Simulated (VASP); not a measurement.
A run of VASP 6.6.1 is set up as follows.

File INCAR:

```
SYSTEM = Pd
  PREC = Accurate
  ENCUT = 520
  EDIFF = 1E-7
  ISMEAR = 0
  SIGMA = 0.012
  LREAL = .False.
  LASPH = .True.
  NELM = 100
  ALGO = Fast
  ISIF = 2
  LWAVE = .False.
  LCHARG = .True.
  GGA = PE
  LELF = .True.
  LVHAR = .True.
  NBANDS = 11
```

Contents of KPOINTS:

```
regular mesh
0
Gamma
  12 12 12
  0 0 0
```

Contents of POSCAR:

```
Pd
1.0
    0.0000000000      1.9465000000      1.9465000000
    1.9465000000      0.0000000000      1.9465000000
    1.9465000000      1.9465000000      0.0000000000
Pd
1
Direct
    0.0000000000      0.0000000000      0.0000000000
```

Potentials or basis: VASP PAW PBE potentials, release 64 (Pd).

The run is started by

```sh
$ cat potpaw_PBE.64/Pd/POTCAR > POTCAR
$ mpirun -np 1 vasp_std > vasp.out
```

Estimate the band gap on the k mesh.

none (metal or under the smearing width).

Estimate the pressure.

6.6 GPa.
